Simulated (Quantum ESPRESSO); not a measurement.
Crystal: PtS2.

```
CELL_PARAMETERS angstrom
3.54320 0.00000 0.00000
-1.77160 3.06850 0.00000
0.00000 0.00000 5.03880
ATOMIC_POSITIONS crystal
Pt 0.00000 0.00000 0.00000
S 0.66667 0.33333 0.77300
S 0.33333 0.66667 0.22700
```

| Item | Value |
| --- | --- |
| Program | Quantum ESPRESSO 7.5 |
| Task | phonons |
| Functional | PBEsol |
| Potentials or basis | GBRV 1.5 PBEsol |
| Cutoff | 612 eV |
| Density cutoff | 4898 eV |
| k mesh | 4 × 4 × 2, shifted |
| Occupations | fermi-dirac, width 0.05 eV |
| Spin | no spin polarisation |
| Mixing beta | 0.5 |
| Most SCF iterations | 120 |
| SCF threshold | 6e-10 Ry |

The cell and the atoms were relaxed first, to 17.36 Å³/atom (a = 3.579 Å, b = 3.579 Å, c = 4.695 Å, α = 90.00°, β = 90.00°, γ = 120.00°), and the response was taken there.

```
Pt S
1.0
     3.57932    0.00000    0.00000
    -1.78966    3.09979    0.00000
     0.00000    0.00000    4.69520
Pt S
1 2
Direct
  0.00000 0.00000 0.00000
  0.66667 0.33333 0.74831
  0.33333 0.66667 0.25169
```

The first run showed a gap, so the response started from a second, tighter run with fixed occupations.

**Question.** Where do the zone-centre optical modes lie?

**Answer.** Eu at 306 cm⁻¹ (IR); Eg at 310 cm⁻¹ (Raman); A2u at 318 cm⁻¹ (IR); A1g at 330 cm⁻¹ (Raman). Polar modes are given without the macroscopic field (transverse values).

Optical modes at Γ, degenerate ones joined, polar ones without the macroscopic field:
```csv
cm⁻¹,components,symmetry,active in
306,2,Eu,IR
310,2,Eg,Raman
318,1,A2u,IR
330,1,A1g,Raman
```

Caveat: the k mesh is coarse (spacing up to 0.62 Å⁻¹), so the values aren't converged; the layers were relaxed without a dispersion term, so their spacing and the soft interlayer modes are unreliable; the gap on the mesh is small and may close between mesh points, in which case fixed occupations spoil the response.
